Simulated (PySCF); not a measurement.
Molecule: `C1CC=CC=C1`, C6H8.

Numbering as in the mapped SMILES `[CH:1]1=[CH:2][CH2:3][CH2:4][CH:5]=[CH:6]1` (H(Xn): hydrogen on atom n).

Geometry PBE0-D3(BJ)/def2-SVP throughout; GIAO in PySCF, gas phase, one conformer, non-relativistic; equivalent atoms averaged; functional PBE0.

For orientation, aug-cc-pVDZ gives these absolute shieldings σ: C1/C6 69.3, C2/C5 67.1, C3/C4 170.1, H(C1)/H(C6) 25.12, H(C2)/H(C5) 25.27, H(C3)/H(C4) 29.16 ppm.

A run gave: C1/C6 54.6, C2/C5 52.7, C3/C4 161.0, H(C1)/H(C6) 25.29, H(C2)/H(C5) 25.43, H(C3)/H(C4) 29.29 ppm (absolute shieldings σ).

Which basis set was used in that run?
A. cc-pVDZ
B. STO-3G
C. def2-TZVP
D. 6-31G*

Answers

C. C2/C5 tells them apart best: def2-TZVP gives 52.7, 6-31G* gives 71.9, cc-pVDZ gives 68.6, STO-3G gives 125.4 ppm.
